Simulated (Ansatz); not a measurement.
# SiO2: response to a shear that moves c along a

How does SiO2 answer a shear that moves c along a between +0 and +6 %? At each strain the cell is held and the atoms relax, within the symmetry that is left.

Program: Ansatz 0.2.0. Level of theory: DFT LDA, scalar-relativistic, plane waves, PAW. These are calculated values, not measurements.

2 further runs of the same task are left out: 2 set aside as unsound or not needed.

## 1. The starting structure

The structure is tetragonal, space group I4/mmm (No. 139). The conventional cell has a = 8.911 Å, b = 8.911 Å, c = 5.215 Å, α = 90.00°, β = 90.00°, γ = 90.00°. Around Si (site symmetry m2m) lie 4 O at 1.60 Å. O (site symmetry 2/m) has 2 Si at 1.60 Å in its first shell of neighbours. O (site symmetry m2m) has 2 Si at 1.60 Å in its first shell of neighbours.

As a file:

```cif
data_structure
_symmetry_space_group_name_H-M 'I4/mmm'
_symmetry_Int_Tables_number 139
_cell_length_a 8.9107
_cell_length_b 8.9107
_cell_length_c 5.2147
_cell_angle_alpha 90.000
_cell_angle_beta 90.000
_cell_angle_gamma 90.000
_cell_volume 414.05
loop_
_atom_site_label
_atom_site_type_symbol
_atom_site_symmetry_multiplicity
_atom_site_Wyckoff_symbol
_atom_site_fract_x
_atom_site_fract_y
_atom_site_fract_z
_atom_site_occupancy
Si1 Si 8 h 0.67694 0.67694 0.50000 1
O1 O 8 f 0.75000 0.75000 0.75000 1
O2 O 8 i 0.70894 0.50000 0.50000 1
```

It goes back to an entry of the Materials Project, which need not be the stable form.

This cell was relaxed beforehand with the same method: volume 17.25 Å³/atom, gap on the mesh 5.35 eV.

## 2. The unstrained reference

File input.yaml:

```yaml
crystal:
  lattice:
    - [-4.4553296906, 4.4553296906, 2.6073622167]
    - [4.4553296906, -4.4553296906, 2.6073622167]
    - [4.4553296906, 4.4553296906, -2.6073622167]
  atoms:
    - { symbol: Si, position: [0.1769371919, 0.1769371919, 0.3538743837] }
    - { symbol: Si, position: [0.8230628081, 0.1769371919, 0.0] }
    - { symbol: Si, position: [0.1769371919, 0.8230628081, 0.0] }
    - { symbol: Si, position: [0.8230628081, 0.8230628081, 0.6461256163] }
    - { symbol: O, position: [0.5, 0.5, 0.5] }
    - { symbol: O, position: [0.0, 0.5, 0.0] }
    - { symbol: O, position: [0.5, 0.0, 0.0] }
    - { symbol: O, position: [0.0, 0.0, 0.5] }
    - { symbol: O, position: [0.0, 0.2089418893, 0.2089418893] }
    - { symbol: O, position: [0.7910581107, 0.0, 0.7910581107] }
    - { symbol: O, position: [0.2089418893, 0.0, 0.2089418893] }
    - { symbol: O, position: [0.0, 0.7910581107, 0.7910581107] }
basis:
  ecutwfc: 420
kpoints:
  mp_grid: { grid: [6, 6, 6] }
hamiltonian:
  xc: lda
scf:
  occupations: { method: gaussian, width: 0.02 }
output:
  forces: true
  stress: true
  eigenvalues: true
```

Command:

```sh
$ ansatz run input.yaml --threads 2 --pin off --max-ram 5120MiB --backend cpu --events-out ev --progress --plain --runs-dir out
```

Further runs follow: band edges over the zone; the cell strained by +1.0 %; band edges over the zone at +1.0 %; strain +2.0 %; the gap over the whole zone at +2.0 %; strain +3.0 %; the gap over the whole zone at +3.0 %; the cell strained by +4.0 %; band edges over the zone at +4.0 %; the cell strained by +6.0 %; band edges over the zone at +6.0 %.

Q: Predict the outcome of this session.

The runs gave:

```
                                  quantity                   value
                       largest energy cost  3.5 meV/atom at +6.0 %
(1/V) d²E/dε², parabola through all points                  27 GPa
```

In words: A parabola through all points has a curvature of 27 GPa, a rough value of the shear constant of this plane and direction.
